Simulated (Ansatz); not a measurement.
# SbW3: the cost of one run

Computed with Ansatz 0.2.0 (DFT PBE, scalar-relativistic, plane waves, PAW, unless a step's input says otherwise).

## Step 1: The starting structure

It takes space group Pm-3n (No. 223, cubic). The conventional cell has a = 5.399 Å, b = 5.399 Å, c = 5.399 Å, α = 90.00°, β = 90.00°, γ = 90.00°. Around Sb (site symmetry m-3) lie 12 W at 3.02 Å. W (site symmetry -4m2) is surrounded by 2 W at 2.70 Å and 4 Sb at 3.02 Å.

As a file:

```cif
data_structure
_symmetry_space_group_name_H-M 'P 1'
_symmetry_Int_Tables_number 1
_cell_length_a 5.3986
_cell_length_b 5.3986
_cell_length_c 5.3986
_cell_angle_alpha 90.000
_cell_angle_beta 90.000
_cell_angle_gamma 90.000
_cell_volume 157.34
loop_
_atom_site_label
_atom_site_type_symbol
_atom_site_fract_x
_atom_site_fract_y
_atom_site_fract_z
_atom_site_occupancy
Sb1 Sb 0.00000 0.00000 0.00000 1
Sb2 Sb 0.50000 0.50000 0.50000 1
W1 W 0.00000 0.50000 0.25000 1
W2 W 0.00000 0.50000 0.75000 1
W3 W 0.25000 0.00000 0.50000 1
W4 W 0.75000 0.00000 0.50000 1
W5 W 0.50000 0.75000 0.00000 1
W6 W 0.50000 0.25000 0.00000 1
```

This is candidate A: A15 type (Pm-3n, No. 223).

(A quick probe on a coarse mesh, which set the mesh and smearing, is not shown.)

## Step 3: Coarse relaxation (candidate A)

File input.yaml:

```yaml
crystal:
  lattice:
    - [5.3985725383, 0.0, 0.0]
    - [0.0, 5.3985725383, 0.0]
    - [0.0, 0.0, 5.3985725383]
  atoms:
    - { symbol: Sb, position: [0.0, 0.0, 0.0] }
    - { symbol: Sb, position: [0.5, 0.5, 0.5] }
    - { symbol: W, position: [0.0, 0.5, 0.25] }
    - { symbol: W, position: [0.0, 0.5, 0.75] }
    - { symbol: W, position: [0.25, 0.0, 0.5] }
    - { symbol: W, position: [0.75, 0.0, 0.5] }
    - { symbol: W, position: [0.5, 0.75, 0.0] }
    - { symbol: W, position: [0.5, 0.25, 0.0] }
basis:
  ecutwfc: 420
kpoints:
  mp_grid: { grid: [4, 4, 4] }
hamiltonian:
  xc: pbe
scf:
  occupations: { method: gaussian, width: 0.1 }
  lower_state_search: "off"
output:
  forces: true
  stress: true
  eigenvalues: true
relax:
  adjacent_minimum: "off"
  f_tol: 0.04
  max_steps: 70
  cell: { stress_tol: 0.4 }
```

Command:

```bash
$ ansatz run input.yaml --threads 1 --pin off --max-ram 2560MiB --backend cpu --events-out ev --progress --plain --runs-dir out
```

**Question.** How long does this run take on 1 thread of AMD EPYC 7R43 (Zen 3), shared host, and how much memory does it need?

About 47 s, with a peak of 0.51 GiB.
